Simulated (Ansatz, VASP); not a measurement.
# Cross-check of RbMnF3 between VASP and Ansatz

One calculation is typed for both programs; each brings its own data sets. How far apart do they land? The two relaxations start from unlike cells of this crystal (the structure described is Ansatz's start), so only their ends are compared.

Main program and level: Ansatz 0.2.0; plane waves, with VASP 6.6.1 beside it; relaxation of cell and atoms at LDA, DFT+U.

### Step 1. Starting point

Symmetry: Pm-3m, No. 221, cubic system. Conventional cell: a = 4.232 Å, b = 4.232 Å, c = 4.232 Å, α = 90.00°, β = 90.00°, γ = 90.00°. Nearest to Rb lie 12 F at 2.99 Å. Mn has 6 F at 2.12 Å nearest. Nearest to F lie 2 Mn at 2.12 Å and 4 Rb at 2.99 Å. Farther neighbours and most contacts between anions are not listed.

### Step 2. Ansatz: relaxation of cell and atoms, LDA, DFT+U

Ansatz runs on its default PAW (the set named soft_2) files.

The relaxed volume is the usual yardstick between codes: in a stiff, nearly cubic crystal its relative difference is about their pressure difference at one cell divided by the bulk modulus.

Contents of input.yaml:

```yaml
crystal:
  lattice:
    - [4.23247214, 0.0, 4.23247214]
    - [0.0, 4.23247214, 4.23247214]
    - [0.0, 0.0, 8.46494428]
  atoms:
    - { symbol: Rb, position: [0.0, 0.0, 0.0] }
    - { symbol: Mn, position: [0.5, 0.5, 0.75], spin: 4.0 }
    - { symbol: F, position: [0.5, 0.0, 0.0] }
    - { symbol: F, position: [0.5, 0.5, 0.5] }
    - { symbol: F, position: [0.0, 0.5, 0.0] }
    - { symbol: Rb, position: [0.0, 0.0, 0.5] }
    - { symbol: Mn, position: [0.5, 0.5, 0.25], spin: -4.0 }
    - { symbol: F, position: [0.5, 0.0, 0.5] }
    - { symbol: F, position: [0.5, 0.5, 0.0] }
    - { symbol: F, position: [0.0, 0.5, 0.5] }
kpoints:
  mp_grid: { grid: [6, 6, 6] }
hamiltonian:
  xc: lda
  hubbard:
    sites: [{ species: Mn, l: d, u_eff: 1.9 }]
    projectors: ortho-atomic
scf:
  occupations: { method: gaussian, width: 0.02 }
output:
  forces: true
  stress: true
  eigenvalues: true
  populations: true
magnetization:
  spin_polarized: true
relax:
  adjacent_minimum: "off"
  f_tol: 0.005
  max_steps: 60
  cell: { stress_tol: 0.03 }
```

Command:

```console
$ ansatz run input.yaml --threads 8 --pin off --max-ram 16384MiB --backend cpu --events-out ev --progress --plain --runs-dir out
```

Numbers of over 12 decimals in the logs are rounded to 6 here.

Log:

```text
Engine: ansatz 0.2.0, aarch64-unknown-linux-gnu
Pseudopotentials: kind: paw
Pseudopotential: Rb, paw, valence charge 9, recommended cutoff 420 eV (normal), Rb.paw.azcp
Pseudopotential: Mn, paw, valence charge 15, recommended cutoff 420 eV (normal), Mn.paw.azcp
Pseudopotential: F, paw, valence charge 7, recommended cutoff 420 eV (normal), F.paw.azcp
Functional definition: SPW92
  exchange = slater_x
  correlation = pw_c
Crystal: 10 atoms, lattice volume = 151.639 Å³
Basis set: ecut = 420 eV, 2975 PW (Γ)
Bands: 59, of which v1, the nominal top of the filled ones, is band 45 counted from 1 (44 counted from 0)
Symmetry: 48 space group operations
Space group: Fm-3m (ITA 225), of the structure as read, at distance tolerance 5.3e-5 Å
Magnetic group: BNS 225.121 (UNI 1623), of the structure as read, at distance tolerance 5.3e-5 Å
k-points: 16 of 216
Non-local potential: Rb, projectors of the file, l = 0: 3, l = 1: 2, l = 2: 2
Non-local potential: Mn, projectors of the file, l = 0: 3, l = 1: 2, l = 2: 3, l = 3: 1
Non-local potential: F, projectors of the file, l = 0: 2, l = 1: 2, l = 2: 1
PAW form: soft (Blöchl's): semilocal exchange-correlation on the pseudo side does not see the compensation charge
PAW frozen core: Rb, regenerated for the run's functional, and the local potential with it (the file was generated under x = pbe(κ = 0.804, μ = 0.219515), c = pbe(β = 0.066725))
PAW frozen core: Mn, regenerated for the run's functional, and the local potential with it (the file was generated under x = pbe(κ = 0.804, μ = 0.219515), c = pbe(β = 0.066725))
PAW frozen core: F, regenerated for the run's functional, and the local potential with it (the file was generated under x = pbe(κ = 0.804, μ = 0.219515), c = pbe(β = 0.066725))
PAW one-centre angular grid: Rb, 110 points (default); XC on 64 Gauss nodes
PAW one-centre angular grid: Mn, 590 points (default); XC on 64 Gauss nodes
PAW one-centre angular grid: F, 110 points (default); XC on 64 Gauss nodes
Initial density: superposition of atomic densities (chi_scale 0.1, normalization cell, long waves kept (reshape's long-wave potential 0.00 eV rms))
Starting moments: Σ|m| = 8 μB on 2 of 10 sites
Starting magnetic order: antiferromagnet; a translation exchanges its spin sublattices: spin-degenerate at every k-point
Initial wavefunctions: pseudopotential atomic-orbital guess
Functional: x = slater, c = lda
SCF iter   1: F=—  HF=-18835.965055 eV  |F-HF|=—  |Δ(HF+E_count)|=         —  Δρ=3.35e-1 (↑3.35e-1 ↓3.35e-1)  dr2=5.75e2  dr2_m=2.44e1  M=0.000 μB ∫|m|=1.272 μB  β_m=0.30  ethr=3.10e-3  ⟨swp⟩=6.8  Hψ=3746  notcnv=0  defer=6
preconditioner: auto → Kerker (q_TF=auto, 2.501 Å⁻¹)  [metal: Δε(μ)=0.015 eV  Ē_g=12.352 eV  σ=0.020 eV  W_gap=0.39  n_scr=50 (ndim 8)  ℏωp=25.2 eV  f_vac=0.003  D(μ)=26.66/eV (n_scr^D=458)]
spin=Collinear: Kerker preconditioning applied to the charge; magnetization (m = ρ↑ − ρ↓) channel mixes plain (no charge-response kernel on spin).
SCF iter   2: F=—  HF=-18797.354002 eV  |F-HF|=—  |Δ(HF+E_count)|=    3.86e1  Δρ=1.00e-1 (↑1.00e-1 ↓1.00e-1)  dr2=1.96e1  dr2_m=5.69e0  M=0.000 μB ∫|m|=9.230 μB  β_m=1.00  ethr=3.10e-3  ⟨swp⟩=6.4  Hψ=2858  notcnv=0  defer=96
preconditioner: auto → Resta (q_TF=auto, 2.501 Å⁻¹)  ε∞=4.9  [insulator: Δε(μ)=0.253 eV  Ē_g=11.631 eV  σ=0.020 eV  W_gap=0.96  n_scr=50 (ndim 8)  ℏωp=23.0 eV  f_vac=0.001  D(μ)=1.49/eV (n_scr^D=8)  ε∞_Penn≈4.9]
spin=Collinear: Resta preconditioning applied to the charge; magnetization (m = ρ↑ − ρ↓) channel mixes plain (no charge-response kernel on spin).
SCF iter   3: F=—  HF=-18792.985791 eV  |F-HF|=—  |Δ(HF+E_count)|=    4.37e0  Δρ=4.05e-2 (↑4.05e-2 ↓4.05e-2)  dr2=5.32e0  dr2_m=2.24e-1  M=0.000 μB ∫|m|=9.453 μB  β_m=1.00  ethr=3.10e-3  ⟨swp⟩=3.9  Hψ=2019  notcnv=0  defer=133
SCF iter   4: F=—  HF=-18792.783173 eV  |F-HF|=—  |Δ(HF+E_count)|=   2.03e-1  Δρ=1.64e-2 (↑1.64e-2 ↓1.64e-2)  dr2=7.05e-1  dr2_m=1.93e-1  M=0.000 μB ∫|m|=9.406 μB  β_m=0.30  ethr=3.10e-3  ⟨swp⟩=4.0  Hψ=2080  notcnv=0  defer=131
Mixer restart at iter 4: flushing history
spin-set hold released at iteration 4 (site moments contracting): the magnetisation degrees of freedom join the quasi-Newton model from the next iteration; the mixer history was flushed
SCF iter   5: F=—  HF=-18793.205319 eV  |F-HF|=—  |Δ(HF+E_count)|=   4.22e-1  Δρ=9.55e-3 (↑9.55e-3 ↓9.55e-3)  dr2=2.25e-1  dr2_m=9.59e-2  M=0.000 μB ∫|m|=9.464 μB  β_m=0.58  ethr=7.84e-4  ⟨swp⟩=3.1  Hψ=1906  notcnv=0  defer=130
SCF iter   6: F=—  HF=-18793.785051 eV  |F-HF|=—  |Δ(HF+E_count)|=   5.80e-1  Δρ=5.65e-3 (↑5.65e-3 ↓5.65e-3)  dr2=9.59e-2  dr2_m=1.55e-2  M=0.000 μB ∫|m|=9.503 μB  β_m=0.58  ethr=2.50e-4  ⟨swp⟩=3.4  Hψ=1728  notcnv=0  defer=130
[...]
iter 1 solved again at ethr=3.21e-7 eV; its pass at ethr=3.10e-3 eV (dr2=2.89e-4 eV) is discarded
SCF iter   1: F=—  HF=-18793.908410 eV  |F-HF|=—  |Δ(HF+E_count)|=         —  Δρ=3.35e-5 (↑3.35e-5 ↓3.35e-5)  dr2=1.19e-6  dr2_m=1.07e-8  M=0.000 μB ∫|m|=9.454 μB  β_m=0.30  ethr=3.21e-7  ⟨swp⟩=3.4  Hψ=6370  notcnv=0
preconditioner: auto → Resta (q_TF=auto, 2.528 Å⁻¹)  ε∞=4.0  [insulator: Δε(μ)=3.228 eV  Ē_g=15.481 eV  σ=0.020 eV  W_gap=1.00  n_scr=50 (ndim 8)  ℏωp=26.8 eV  f_vac=0.034  D(μ)=0.00/eV (n_scr^D=0)  ε∞_Penn≈4.0]
spin=Collinear: Resta preconditioning applied to the charge; magnetization (m = ρ↑ − ρ↓) channel mixes plain (no charge-response kernel on spin).
SCF iter   2: F=—  HF=-18793.908655 eV  |F-HF|=—  |Δ(HF+E_count)|=   2.45e-4  Δρ=2.01e-5 (↑2.01e-5 ↓2.01e-5)  dr2=3.87e-7  dr2_m=3.23e-9  M=0.000 μB ∫|m|=9.454 μB  β_m=0.46  ethr=1.32e-9  ⟨swp⟩=2.1  Hψ=1554  notcnv=0
SCF iter   3: F=—  HF=-18793.908655 eV  |F-HF|=—  |Δ(HF+E_count)|=   6.14e-8  Δρ=7.18e-6 (↑7.18e-6 ↓7.18e-6)  dr2=6.53e-8  dr2_m=7.29e-10  M=0.000 μB ∫|m|=9.454 μB  β_m=0.58  ethr=4.30e-10  ⟨swp⟩=2.0  Hψ=1544  notcnv=0
SCF iter   4: F=—  HF=-18793.908655 eV  |F-HF|=—  |Δ(HF+E_count)|=   7.24e-9  Δρ=7.99e-7 (↑7.99e-7 ↓7.99e-7)  dr2=5.08e-9  dr2_m=2.07e-11  M=0.000 μB ∫|m|=9.454 μB  β_m=0.60  ethr=7.25e-11  ⟨swp⟩=2.0  Hψ=1504  notcnv=0
SCF iter   5: F=—  HF=-18793.908655 eV  |F-HF|=—  |Δ(HF+E_count)|=  7.24e-10  Δρ=3.74e-7 (↑3.74e-7 ↓3.74e-7)  dr2=1.41e-9  dr2_m=1.53e-12  M=0.000 μB ∫|m|=9.454 μB  β_m=0.80  ethr=5.65e-12  ⟨swp⟩=3.0  Hψ=1664  notcnv=0
SCF iter   6: F=-18793.908655 eV  HF=-18793.908655 eV  |F-HF|=3.64e-12  |Δ(HF+E_count)|=  2.22e-10  Δρ=7.06e-8 (↑7.06e-8 ↓7.06e-8)  dr2=1.87e-11  dr2_m=2.96e-13  M=0.000 μB ∫|m|=9.454 μB  ethr=1.00e-12  ⟨swp⟩=3.8  Hψ=3763  notcnv=0
SCF 7 converged in 6 iterations: F = -18793.908655 eV  dr2 = 1.87e-11
relax step   7: F+E_penalty+E_count = -18793.90865464 eV  Δ(F+E_penalty+E_count) = +3.024e-3 eV  max|allowed force component| = 1.192e-28 eV/Å  Δτ_max = 0.0000 Å  P = -0.019 GPa  Ω = 142.111 Å³  stress off target by 1.91e-2 GPa  SCF on the basis re-selected at this cell (its energy is not comparable with the rows above)  (6 SCF iters)
basis re-selected at this cell: Δ(F+E_penalty+E_count) = +3.024e-3 eV, ΔP = -0.023 GPa vs the last step (what re-selecting the basis moved, of the pressure what is left beyond the Pulay correction that the steps carried, after the strain that the cell walked since its last selection, with what the two solves' SCF thresholds leave and, on support functions, any second-order correction that the steps lacked; it is no m [...]
SCF converged after 6 iterations
Magnetization: 0.0000 μB (45.0000 up, 45.0000 down)
Absolute magnetization: 9.4591 μB (∫|ρ↑−ρ↓|, with the PAW one-centre terms)
Spin contamination: 4.9162 ħ² per cell (⟨S²⟩ above its minimum at these occupations)
Per-site moments (μB) at R_I (Å): [(-2.3841448638904546e-16, 1.208116), (4.089612, 0.854267), (1.6527385588205648e-17, 0.854267), (2.2975434655267894e-17, 0.854267), (-2.005442188722644e-17, 0.854267), (2.384144863890451e-16, 1.208116), (-4.089612, 0.854267), (-1.6527385588205635e-17, 0.854267), (3.1919583377878014e-17, 0.854267), (2.005442188722654e-17, 0.854267)]
Free energy (F): -18793.908655 eV
Harris-Foulkes:  -18793.908655 eV  (|F-HF|=3.64e-12)
Internal energy: -18793.908655 eV  (E = F + TS)
E sigma→0 (E₀):  -18793.908655 eV
Fermi energy:    8.450417 eV
--- Per-component energies (eV) ---
  E_band       = -912.135591
  E_kinetic    = 2219.531917
  E_local      = -9680.053498  (includes V_loc(G=0)·N_el)
  E_nonlocal   = 1330.357476
  E_hartree    = 3747.142830
  E_xc         = -947.196022
  E_vxc        = -1163.108473  (∫ρ·V_xc dr)
  E_hubbard    = 0.636439  (on-site DFT+U / exact-exchange correction)
  E_vhub       = -8.821556  (the Hubbard potential's part of the band-sum identity)
  E_paw        = -8674.101338  (= ΣΔE_a)
  E_vpaw       = -1104.339413  (= ΣTr[D̂ρ^β])
  E_aug_tail   = 0.012128  (compensation charges beyond the density's cutoff)
  E_ewald      = -6792.228521
  E_core_change = 1.989935  (= ΣΔE_core)
  E_smearing   = -0.000000  (= −TS)
  E_closure    = 0.000000  (closes the sum)
  Σ components = -18793.908655   (vs F -18793.908655, Δ=0.00e0)
--- Forces (eV/Å), atoms counted from 1 ---
  atom   1  Rb    -0.00000000    -0.00000000    -0.00000000
  atom   2  Mn    -0.00000000    -0.00000000    -0.00000000
  atom   3  F     -0.00000000     0.00000000    -0.00000000
  atom   4  F      0.00000000    -0.00000000     0.00000000
  atom   5  F      0.00000000    -0.00000000    -0.00000000
  atom   6  Rb     0.00000000     0.00000000     0.00000000
  atom   7  Mn     0.00000000    -0.00000000     0.00000000
  atom   8  F      0.00000000    -0.00000000     0.00000000
  atom   9  F     -0.00000000     0.00000000    -0.00000000
  atom  10  F     -0.00000000     0.00000000     0.00000000
  max |Σ_I F_I| component: 2.95e-28 eV/Å
--- Stress (GPa, compression-positive) ---
       -0.019069       0.000000      -0.000000
        0.000000      -0.019069       0.000000
       -0.000000       0.000000      -0.019069
  P = ⅓ Tr σ = -0.0191 GPa (-0.191 kbar)
--- Band table (eV; the first three rows and the last of 32) ---
  k-point 0 ↑: bands = [... 41 lower, 5.2914, 5.2914, 6.6834, 6.6834, 10.0642, 10.8111, 10.8111, 10.8111, ... 10 higher]
  k-point 1 ↑: bands = [... 41 lower, 5.3299, 5.3299, 6.7213, 6.7213, 10.4426, 10.8034, 10.8121, 10.8121, ... 10 higher]
  k-point 2 ↑: bands = [... 41 lower, 5.3961, 5.3961, 6.7978, 6.7978, 10.8065, 10.8128, 10.8128, 11.3694, ... 10 higher]
  k-point 15 ↓: bands = [... 41 lower, 5.4634, 5.5157, 6.5158, 6.7567, 10.8477, 10.8634, 10.8803, 11.4251, ... 10 higher]
Occupation matrices written to <dir>
--- Relaxed structure (5 steps of the walk, 5 accepted, 2 SCFs on fresh bases) ---
  F+E_penalty+E_count = -18793.90865464 eV   max|allowed force component| = 1.192e-28 eV/Å   (the final SCF, on the basis selected at the relaxed cell)
  cell:  # Å, volume = 142.1114 Å³
    - [4.141901, 0, 4.141901]
    - [0, 4.141901, 4.141901]
    - [0, 0, 8.283801]
  atoms:
    - { symbol: Rb, position: [0, 0, 0] }
    - { symbol: Mn, position: [0.5, 0.5, 0.750000] }
    - { symbol: F, position: [0.5, 0, 0.0] }
    - { symbol: F, position: [0.5, 0.5, 0.5] }
    - { symbol: F, position: [0, 0.5, 0.0] }
    - { symbol: Rb, position: [0, 0, 0.5] }
    - { symbol: Mn, position: [0.5, 0.5, 0.250000] }
    - { symbol: F, position: [0.5, 0, 0.5] }
    - { symbol: F, position: [0.5, 0.5, 0.0] }
    - { symbol: F, position: [0, 0.5, 0.5] }
--- Löwdin populations: 10 sites ---
  site symbol       q [e]    m [muB]
     0     Rb      8.1710     0.0000
     1     Mn     13.6647     4.6490
     2      F      7.6606     0.0000
     3      F      7.6606     0.0000
     4      F      7.6606     0.0000
     5     Rb      8.1710     0.0000
     6     Mn     13.6647    -4.6490
     7      F      7.6606     0.0000
     8      F      7.6606     0.0000
     9      F      7.6606     0.0000
  spilling = 0.004053 (of n_electrons = 90.000000)
```

Reading the cycles: dr2 is the Hartree energy of the density residual (eV), the measure of convergence; HF is the Harris–Foulkes estimate of the energy, which meets the free energy F at convergence.

(Part 1 of 2 ends here.)

[Lines on the potential files, build, host, timing and source positions are cut from VASP's logs without a mark.]

[Logs are printed without paths, hosts, clocks, repeated set-up lines and the standing remarks that a program may print on its own settings, such as how far it seeks lower states.]

[Hosts, paths, dates, database ids (printed as entryN), source tags and the programs' standing remarks are cut or masked in the printed files.]
